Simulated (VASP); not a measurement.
# Ge (I4_1/amd) in VASP: notebook

Runs on Ge. Level: PBE. Tasks: single point.

Program: VASP 6.6.1. These are calculated values, not measurements. Logs are shortened: lines on timing, memory, paths and dates and some standing lists are left out, and cuts for length are marked.

**1. The crystal as given**

It takes space group I4_1/amd (No. 141, tetragonal). Conventional cell: a = 5.149 Å, b = 5.149 Å, c = 2.795 Å, α = 90.00°, β = 90.00°, γ = 90.00°. Ge (site symmetry -4m2) has 6 Ge at 2.67 to 2.79 Å as nearest neighbours.

This isn't the form of Ge at room conditions, which is diamond.

**2. Single point, PBE**

INCAR reads:

```
PREC = Accurate
ENCUT = 400
EDIFF = 1E-7
ISMEAR = -5
SIGMA = 0.05
LREAL = F
LASPH = T
NELM = 100
ALGO = Normal
ISIF = 2
LWAVE = F
LCHARG = F
GGA = PE
NBANDS = 21
ADDGRID = F
```

KPOINTS reads:

```
regular mesh
0
Gamma
  11 11 11
```

POSCAR reads:

```
Ge
1.0
   -2.5744897190      2.5744897190      1.3974126432
    2.5744897190     -2.5744897190      1.3974126432
    2.5744897190      2.5744897190     -1.3974126432
Ge
2
Direct
    0.5147880000      0.5105290000      0.0041050000
    0.2603220000      0.7562090000      0.5249690000
```

Potentials or basis: VASP PAW PBE potentials, release 64 (Ge_d).

On the command line:

```
cat potpaw_PBE.64/Ge_d/POTCAR > POTCAR
mpirun -np 1 vasp_std > vasp.out
```

OUTCAR:

```text
PREC = Accurate
   ENCUT = 400
   EDIFF = 1E-7
   ISMEAR = -5
   LREAL = F
   LASPH = T
   NELM = 100
   ISIF = 2
   GGA = PE

 Found    666 irreducible k-points:

 Following reciprocal coordinates:
            Coordinates               Weight
  0.000000  0.000000  0.000000      1.000000
  0.090909  0.000000 -0.000000      2.000000
  0.090909  0.000000 -0.090909      2.000000
  0.000000  0.090909 -0.090909      2.000000
  0.000000  0.090909 -0.000000      2.000000
  0.181818  0.000000 -0.000000      2.000000
   k-points           NKPTS =    666   k-points in BZ     NKDIM =    666   number of bands    NBANDS=     21
   number of dos      NEDOS =    301   number of ions     NIONS =      2
   total plane-waves  NPLWV =  21952
   dimension x,y,z NGX =    28 NGY =   28 NGZ =   28
   dimension x,y,z NGXF=    56 NGYF=   56 NGZF=   56
   ions per type =               2
   NGX,Y,Z   is equivalent  to a cutoff of  11.94, 11.94, 11.94 a.u.
   NGXF,Y,Z  is equivalent  to a cutoff of  23.87, 23.87, 23.87 a.u.
 SYSTEM =  unknown system
   PREC   = accura    normal or accurate (medium, high low for compatibility)
   ISTART =      0    job   : 0-new  1-cont  2-samecut
   ICHARG =      2    charge: 1-file 2-atom 10-const
   ISPIN  =      1    spin polarized calculation?
   LNONCOLLINEAR =      F non collinear calculations
   LSORBIT =      F    spin-orbit coupling
   LASPH  =      T    aspherical Exc in radial PAW
   ENCUT  =  400.0 eV  29.40 Ry    5.42 a.u.   6.36  6.36  6.36*2*pi/ulx,y,z
   NELM   =    100;   NELMIN=  2; NELMDL= -5     # of ELM steps
   EDIFF  = 0.1E-06   stopping-criterion for ELM
   LREAL  =      F    real-space projection
   EDIFFG = 0.1E-05   stopping-criterion for IOM
   NSW    =      0    number of steps for IOM
   IBRION =     -1    ionic relax: 0-MD 1-quasi-New 2-CG
   NFREE  =      0    steps in history (QN), initial steepest desc. (CG)
   ISIF   =      2    stress and relaxation
   ISYM   =      2    0-nonsym 1-usesym 2-fastsym
   POTIM  = 0.5000    time-step for ionic-motion
   TEBEG  =    0.0;   TEEND  =   0.0 temperature during run
   PSTRESS=    0.0 pullay stress
   NELECT =      28.0000    total number of electrons
   NUPDOWN=      -1.0000    fix difference up-down
   EMIN   =  10.00;   EMAX   =-10.00  energy-range for DOS
   EFERMI =   0.00;   METHOD = LEGACY
   ISMEAR =    -5;   SIGMA  =   0.05  broadening in eV -4-tet -1-fermi 0-gaus
   EFERMI_NEDOS =   21; number of points for ismear=-14 and -15
   IALGO  =     38    algorithm
   IMIX   =      4    mixing-type and parameters
     AMIX     =   0.40;   BMIX     =  1.00
     AMIX_MAG =   1.60;   BMIX_MAG =  1.00
  volume/ion in A,a.u.               =      18.52       125.01
  Fermi-wavevector in a.u.,A,eV,Ry     =   1.491209  2.817976 30.255333  2.223704
  Thomas-Fermi vector in A             =   2.603893
   LORBIT       =      0    0 simple, 1 ext, 2 COOP (PROOUT), +10 PAW based schemes
   GGA     = PE    functional components
   LHFCALC =     F    Hartree Fock is set to
   AEXX    =    0.0000 exact exchange contribution
   IVDW    =     0    specifies the selected vdW correction
   LEPSILON=     F    determine dielectric tensor
   LRPA    =     F    only Hartree local field effects (RPA)
 non-spin polarized calculation
 Fermi weights with tetrahedron method with Bloechl corrections
  energy-cutoff  :      400.00
  volume of cell :       37.05
 maximum number of plane-waves:       697
 NGX is ok and might be reduce to    28
   NGX = 13   NGY = 13   NGZ = 13

 number of electron      27.9999999 magnetization

 Free energy of the ion-electron system (eV)
  ---------------------------------------------------
  ext. energy  EPLUGINS =         0.00000000
  ---------------------------------------------------
  free energy    TOTEN  =        -8.54945588 eV

  energy without entropy =       -8.54945588  energy(sigma->0) =       -8.54945588

 E-fermi :   6.7974     XC(G=0): -11.3179

 val. band max:        7.1596979358   @ k =   0.4545   0.3636   0.0909
 cond. band min:       6.5541837010   @ k =   0.2727   0.4545   0.3636
 fundamental gap:     -0.6055142348
 Fermi energy:         6.7973929640

 k-point     1 :       0.0000    0.0000    0.0000
  band No.  band energies     occupation
      1     -17.9569      2.00000
      2     -17.9148      2.00000
      3     -17.8825      2.00000
      4     -17.8799      2.00000
      5     -17.7813      2.00000
      6     -17.7724      2.00000
      7     -17.7675      2.00000
      8     -17.7655      2.00000
      9     -17.7037      2.00000
     10     -17.6360      2.00000
     11      -6.5172      2.00000
     12       2.7377      2.00000
     13       4.4354      2.00000
     14       4.4853      2.00000
     15      10.0517      0.00000
     16      14.3700      0.00000
     17      14.4832      0.00000
     18      14.9480      0.00000
     19      15.1681      0.00000
     20      18.3553      0.00000
     21      19.3157      0.00000

 k-point     2 :       0.0909    0.0000   -0.0000
  band No.  band energies     occupation
      1     -17.9536      2.00000
      2     -17.9042      2.00000
      3     -17.8759      2.00000
      4     -17.8691      2.00000
      5     -17.7877      2.00000
      6     -17.7798      2.00000
      7     -17.7698      2.00000
      8     -17.7667      2.00000
      9     -17.7057      2.00000
     10     -17.6392      2.00000
     11      -6.3156      2.00000
     12       2.4402      2.00000
     13       4.4796      2.00000
     14       5.1110      2.10204
     15      10.4248      0.00000
     16      13.1130      0.00000
     17      13.5180      0.00000
     18      14.1390      0.00000
     19      14.3308      0.00000
     20      18.2964      0.00000
     21      18.9509      0.00000

 k-point     3 :       0.0909    0.0000   -0.0909
  band No.  band energies     occupation
      1     -17.9540      2.00000
      2     -17.9043      2.00000
      3     -17.8760      2.00000
      4     -17.8694      2.00000
      5     -17.7858      2.00000
      6     -17.7821      2.00000
      7     -17.7692      2.00000
      8     -17.7665      2.00000
      9     -17.7055      2.00000
     10     -17.6390      2.00000
     11      -6.3156      2.00000
     12       2.4493      2.00000
     13       4.4366      2.00000
     14       5.1467      2.00000
     15      10.4224      0.00000
     16      13.0756      0.00000
     17      13.5177      0.00000
     18      14.0724      0.00000
     19      14.4654      0.00000
     20      18.2851      0.00000
     21      18.8775      0.00000

 k-point     4 :       0.0000    0.0909   -0.0909
  band No.  band energies     occupation
      1     -17.9534      2.00000
      2     -17.9037      2.00000
      3     -17.8756      2.00000
      4     -17.8693      2.00000
      5     -17.7876      2.00000
      6     -17.7815      2.00000
      7     -17.7689      2.00000
      8     -17.7656      2.00000
      9     -17.7061      2.00000
     10     -17.6401      2.00000
     11      -6.3151      2.00000
     12       2.4362      2.00000
     13       4.4762      2.00000
     14       5.1141      2.08726
     15      10.4378      0.00000
     16      13.0865      0.00000
     17      13.5618      0.00000
     18      14.1282      0.00000
     19      14.3238      0.00000
     20      18.2461      0.00000
     21      18.9519      0.00000

 k-point     5 :       0.0000    0.0909   -0.0000
  band No.  band energies     occupation
      1     -17.9538      2.00000
      2     -17.9037      2.00000
      3     -17.8757      2.00000
      4     -17.8695      2.00000
      5     -17.7877      2.00000
      6     -17.7819      2.00000
      7     -17.7669      2.00000
      8     -17.7664      2.00000
      9     -17.7060      2.00000
     10     -17.6400      2.00000
     11      -6.3151      2.00000
     12       2.4452      2.00000
     13       4.4332      2.00000
     14       5.1498      2.00000
     15      10.4351      0.00000
     16      13.0490      0.00000
     17      13.5641      0.00000
     18      14.0616      0.00000
     19      14.4569      0.00000
     20      18.2320      0.00000
     21      18.8785      0.00000

 k-point     6 :       0.1818    0.0000   -0.0000
  band No.  band energies     occupation
      1     -17.9438      2.00000
      2     -17.8785      2.00000
      3     -17.8646      2.00000
      4     -17.8380      2.00000
      5     -17.8036      2.00000
      6     -17.7885      2.00000
      7     -17.7787      2.00000
      8     -17.7722      2.00000
      9     -17.7109      2.00000
     10     -17.6477      2.00000
     11      -5.7114      2.00000
     12       2.1119      2.00000
     13       4.5353      2.00000
     14       6.5128      1.62148
     15      10.1597      0.00000
     16      11.0530      0.00000
     17      11.4082      0.00000
     18      12.9464      0.00000
     19      13.7588      0.00000
     20      16.6509      0.00000
     21      17.5706      0.00000

 [... further k-points ...]
[... 5 lines left out ...]
  --------------------------------------------------------------------------------------
  -------------------------------------------------------------------------------------
  Total        0.4298843      0.6653029      0.7949923      0.0026515     -0.0583623      0.0754621
  in kB       18.5906776     28.7715339     34.3800531      0.1146678     -2.5239213      3.2634147
  external PRESSURE =      27.2474215 kB  Pullay stress =       0.0000000 kB

 VOLUME and BASIS-vectors are now :
 -----------------------------------------------------------------------------
  energy-cutoff  :      400.00
  volume of cell :       37.05
      direct lattice vectors                 reciprocal lattice vectors
    -2.574489719  2.574489719  1.397412643     0.000000000  0.194213244  0.357804119
     2.574489719 -2.574489719  1.397412643     0.194213244  0.000000000  0.357804119
     2.574489719  2.574489719 -1.397412643     0.194213244  0.194213244  0.000000000

 POSITION                                       TOTAL-FORCE (eV/Angst)
 -----------------------------------------------------------------------------------
     -0.00040      0.02153      1.42705         0.180317      0.229019     -0.024526
      2.62818      0.07487      0.68691        -0.180317     -0.229019      0.024526
 -----------------------------------------------------------------------------------
    total drift:                               -0.000042      0.000222      0.000008

  FREE ENERGIE OF THE ION-ELECTRON SYSTEM (eV)
  ---------------------------------------------------
  free  energy   TOTEN  =        -8.5494558838 eV

  energy  without entropy=       -8.5494558838  energy(sigma->0) =       -8.54945588
```

Wall time 2.5 min (1 thread of Intel Xeon 6975P-C (Granite Rapids), shared host); peak memory 0.39 GiB.

The run converged, but some of its settings lie outside the range that counts as converged, so its numbers aren't taken as properties of the crystal.

Results:

| Item | Value |
| --- | --- |
| Free energy | -8.5495 eV |
| Pressure | 2.7 GPa |
| Largest force | 0.293 eV/Å |
| Band gap on the k mesh | none (metal or under the smearing width) |

Caveat: tetrahedron occupations give inexact forces and stress in metals.

**3. Single point, PBE**

Changes to INCAR since step 2:

```diff
@@ -1,5 +1,5 @@
 PREC = Accurate
-ENCUT = 400
+ENCUT = 900
 EDIFF = 1E-7
-ISMEAR = -5
+ISMEAR = 0
 SIGMA = 0.05
```

KPOINTS reads:

```
regular mesh
0
Gamma
  8 8 8
```

POSCAR reads:

```
Ge
1.0
   -2.5744897190      2.5744897190      1.3974126432
    2.5744897190     -2.5744897190      1.3974126432
    2.5744897190      2.5744897190     -1.3974126432
Ge
2
Direct
    0.5000000000      0.5000000000      0.0000000000
    0.2500000000      0.7500000000      0.5000000000
```

Potentials or basis: VASP PAW PBE potentials, release 64 (Ge_d).

On the command line:

```
cat potpaw_PBE.64/Ge_d/POTCAR > POTCAR
mpirun -np 1 vasp_std > vasp.out
```

Run time: 37 s. Hardware: 1 thread of Intel Xeon 6975P-C (Granite Rapids), shared host; peak memory 0.27 GiB.

The run converged, but some of its settings lie outside the range that counts as converged, so its numbers aren't taken as properties of the crystal.

What came out:

| Quantity | Value |
| --- | --- |
| Free energy | -8.5405 eV |
| Pressure | 3.1 GPa |
| Band gap on the k mesh | none (metal or under the smearing width) |

**4. Single point, PBE**

INCAR is that of step 3.

KPOINTS is that of step 3.

POSCAR reads:

```
Ge
1.0
   -2.5744897190      2.5744897190      1.3974126432
    2.5744897190     -2.5744897190      1.3974126432
    2.5744897190      2.5744897190     -1.3974126432
Ge
2
Direct
    0.5147880000      0.5105290000      0.0041050000
    0.2603220000      0.7562090000      0.5249690000
```

On the command line:

```
cat potpaw_PBE.64/Ge_d/POTCAR > POTCAR
mpirun -np 1 vasp_std > vasp.out
```

Run time: 2.4 min. Hardware: 1 thread of Intel Xeon 6975P-C (Granite Rapids), shared host; peak memory 0.5 GiB.

The run converged, but some of its settings lie outside the range that counts as converged, so its numbers aren't taken as properties of the crystal.

What came out:

```yaml
Free_energy: -8.5281 eV
Pressure: 3.2 GPa
Largest_force: 0.297 eV/Å
Band_gap_on_the_k_mesh: none (metal or under the smearing width)
```

**5. Single point, PBE**

Changes to INCAR since step 4:

```diff
@@ -1,3 +1,3 @@
-PREC = Accurate
-ENCUT = 900
+PREC = Low
+ENCUT = 500
 EDIFF = 1E-7
```

KPOINTS reads:

```
regular mesh
0
Gamma
  11 11 11
```

POSCAR reads:

```
Ge
1.0
   -2.5744897190      2.5744897190      1.3974126432
    2.5744897190     -2.5744897190      1.3974126432
    2.5744897190      2.5744897190     -1.3974126432
Ge
2
Direct
    0.5000000000      0.5000000000      0.0000000000
    0.2500000000      0.7500000000      0.5000000000
```

Potentials or basis: VASP PAW PBE potentials, release 64 (Ge_d).

On the command line:

```
cat potpaw_PBE.64/Ge_d/POTCAR > POTCAR
mpirun -np 1 vasp_std > vasp.out
```

OUTCAR:

```text
PREC = Low
   ENCUT = 500
   EDIFF = 1E-7
   ISMEAR = 0
   LREAL = F
   LASPH = T
   NELM = 100
   ISIF = 2
   GGA = PE

 Found    126 irreducible k-points:

 Following reciprocal coordinates:
            Coordinates               Weight
  0.000000  0.000000  0.000000      1.000000
  0.090909  0.000000 -0.000000      8.000000
  0.181818  0.000000 -0.000000      8.000000
  0.272727  0.000000  0.000000      8.000000
  0.363636  0.000000 -0.000000      8.000000
  0.454545  0.000000 -0.000000      8.000000
   k-points           NKPTS =    126   k-points in BZ     NKDIM =    126   number of bands    NBANDS=     21
   number of dos      NEDOS =    301   number of ions     NIONS =      2
   total plane-waves  NPLWV =  13824
   dimension x,y,z NGX =    24 NGY =   24 NGZ =   24
   dimension x,y,z NGXF=    24 NGYF=   24 NGZF=   24
   ions per type =               2
   NGX,Y,Z   is equivalent  to a cutoff of  10.23, 10.23, 10.23 a.u.
   NGXF,Y,Z  is equivalent  to a cutoff of  10.23, 10.23, 10.23 a.u.
 SYSTEM =  unknown system
   PREC   = low       normal or accurate (medium, high low for compatibility)
   ISTART =      0    job   : 0-new  1-cont  2-samecut
   ICHARG =      2    charge: 1-file 2-atom 10-const
   ISPIN  =      1    spin polarized calculation?
   LNONCOLLINEAR =      F non collinear calculations
   LSORBIT =      F    spin-orbit coupling
[... 45 lines left out ...]
  ext. energy  EPLUGINS =         0.00000000
  ---------------------------------------------------
  free energy    TOTEN  =        -8.56722477 eV

  energy without entropy =       -8.56529933  energy(sigma->0) =       -8.56626205

 E-fermi :   6.8437     XC(G=0): -11.3171

 val. band max:        6.8348940448   @ k =  -0.1818  -0.2727   0.1818
 cond. band min:       6.8473441552   @ k =  -0.4545   0.0909   0.0000
 fundamental gap:      0.0124501104
 Fermi energy:         6.8436580939

 k-point     1 :       0.0000    0.0000    0.0000
  band No.  band energies     occupation
      1     -17.9542      2.00000
      2     -17.9105      2.00000
      3     -17.8790      2.00000
      4     -17.8782      2.00000
      5     -17.7737      2.00000
      6     -17.7729      2.00000
[... 133 lines left out ...]
     20      18.2610      0.00000
     21      19.0036      0.00000

 [... further k-points ...]
[... 5 lines left out ...]
  --------------------------------------------------------------------------------------
  -------------------------------------------------------------------------------------
  Total        0.8317922      0.8317922      0.8134999      0.0000000      0.0000000      0.0000000
  in kB       35.9714912     35.9714912     35.1804247      0.0000000      0.0000000      0.0000000
  external PRESSURE =      35.7078024 kB  Pullay stress =       0.0000000 kB

 VOLUME and BASIS-vectors are now :
 -----------------------------------------------------------------------------
  energy-cutoff  :      500.00
  volume of cell :       37.05
      direct lattice vectors                 reciprocal lattice vectors
    -2.574489719  2.574489719  1.397412643     0.000000000  0.194213244  0.357804119
     2.574489719 -2.574489719  1.397412643     0.194213244  0.000000000  0.357804119
     2.574489719  2.574489719 -1.397412643     0.194213244  0.194213244  0.000000000

 POSITION                                       TOTAL-FORCE (eV/Angst)
 -----------------------------------------------------------------------------------
      0.00000      0.00000      1.39741        -0.000000      0.000000      0.000000
      2.57449      0.00000      0.69871         0.000000     -0.000000     -0.000000
 -----------------------------------------------------------------------------------
    total drift:                               -0.000000      0.000000      0.000000

  FREE ENERGIE OF THE ION-ELECTRON SYSTEM (eV)
  ---------------------------------------------------
  free  energy   TOTEN  =        -8.5672247720 eV

  energy  without entropy=       -8.5652993280  energy(sigma->0) =       -8.56626205
```

stdout:

```text
POSCAR found type information on POSCAR Ge
 POSCAR found :  1 types and       2 ions
 scaLAPACK will be used
 LDA part: xc-table for (Slater+PW92), standard interpolation
 POSCAR, INCAR and KPOINTS ok, starting setup
 FFT: planning ... GRIDC
 FFT: planning ... GRID_SOFT
 FFT: planning ... GRID
 WAVECAR not read
 entering main loop
```

Wall time 17 s (1 thread of Intel Xeon 6975P-C (Granite Rapids), shared host); peak memory 0.17 GiB.

The run converged, but some of its settings lie outside the range that counts as converged, so its numbers aren't taken as properties of the crystal.

What came out:

* Free energy: -8.5672 eV
* Pressure: 3.6 GPa
* Band gap on the k mesh: none (metal or under the smearing width)

**6. Single point, PBE**

INCAR is that of step 5.

KPOINTS is that of step 5.

POSCAR reads:

```
Ge
1.0
   -2.5744897190      2.5744897190      1.3974126432
    2.5744897190     -2.5744897190      1.3974126432
    2.5744897190      2.5744897190     -1.3974126432
Ge
2
Direct
    0.5147880000      0.5105290000      0.0041050000
    0.2603220000      0.7562090000      0.5249690000
```

Potentials or basis: VASP PAW PBE potentials, release 64 (Ge_d).

On the command line:

```
cat potpaw_PBE.64/Ge_d/POTCAR > POTCAR
mpirun -np 1 vasp_std > vasp.out
```

Wall time 78 s (1 thread of Intel Xeon 6975P-C (Granite Rapids), shared host); peak memory 0.42 GiB.

The run converged, but some of its settings lie outside the range that counts as converged, so its numbers aren't taken as properties of the crystal.

Results:

```
Free energy            : -8.5557 eV
Pressure               : 3.4 GPa
Largest force          : 0.270 eV/Å
Band gap on the k mesh : none (metal or under the smearing width)
```
